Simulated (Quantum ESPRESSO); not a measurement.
ZnSe (Stilleite): equation of state with BLYP+D3

ZnSe (Stilleite):

```
CELL_PARAMETERS angstrom
0.00000 2.83380 2.83380
2.83380 0.00000 2.83380
2.83380 2.83380 0.00000
ATOMIC_POSITIONS crystal
Se 0.75000 0.75000 0.75000
Zn 0.00000 0.00000 0.00000
```

| Item | Value |
| --- | --- |
| Program | Quantum ESPRESSO 7.5 |
| Task | equation of state |
| Functional | BLYP |
| Dispersion | D3 |
| Potentials or basis | Ansatz NC SR PBE |
| Cutoff | 1170 eV |
| Density cutoff | 4680 eV |
| k mesh | 8 × 8 × 8 |
| Occupations | fermi-dirac, width 0.05 eV |
| Spin | no spin polarisation |

```json
{
  "Equilibrium volume": "22.73 Å³/atom",
  "Bulk modulus": "65 GPa",
  "Pressure derivative of the bulk modulus": "4.8"
}
```

Energy against volume, from the lowest point:
| volume (Å³/atom) | energy (meV/atom) |
| --- | --- |
| 21.391 | 18.11 |
| 21.846 | 7.60 |
| 22.301 | 1.73 |
| 22.757 | 0.00 |
| 23.212 | 1.95 |
| 23.667 | 7.17 |
| 24.122 | 15.30 |

All runs of the series together: 5.6 min on 1 thread of Arm Neoverse V2, on a shared host.

Caveat: the potentials were made for another functional, which shifts forces and pressure.
